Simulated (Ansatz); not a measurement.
Runs of Ansatz 0.2.0 on Fe. Symmetry: Im-3m, No. 229, cubic system. Conventional cell: a = 2.886 Å, b = 2.886 Å, c = 2.886 Å, α = 90.00°, β = 90.00°, γ = 90.00°. Around Fe (site symmetry m-3m) lie 8 Fe at 2.50 Å. 

```tsv
potentials or basis	cutoff (eV)	gap on the mesh (eV)	pressure (GPa)	moment (μB)
Ansatz PAW	420	none	-9.5	2.25
PseudoDojo standard (PBE files)	1225	none	-4.9	2.46
Ansatz PAW earlier set	950	none	-9.7	2.24
Ansatz NC	1225	none	-9.5	2.26
JTH PAW	1320	none	(a)	2.26
Ansatz PAW earlier set	844	none	-9.7	2.24
PseudoDojo stringent (PBE files)	1605	none	(b)	2.35
SSSP efficiency PAW	1225	none	-9.1	2.24
```

Alike in all rows: task band structure; level PBE; spin collinear, ferromagnetic start; cell as given; k mesh 13 × 13 × 13; smearing fermi-dirac 0.05 eV.

**Question.** Estimate the missing entries.

**Answer.** (a) -10.1; (b) -7.8.

A gap of «none» marks a metal or a gap under the smearing width.
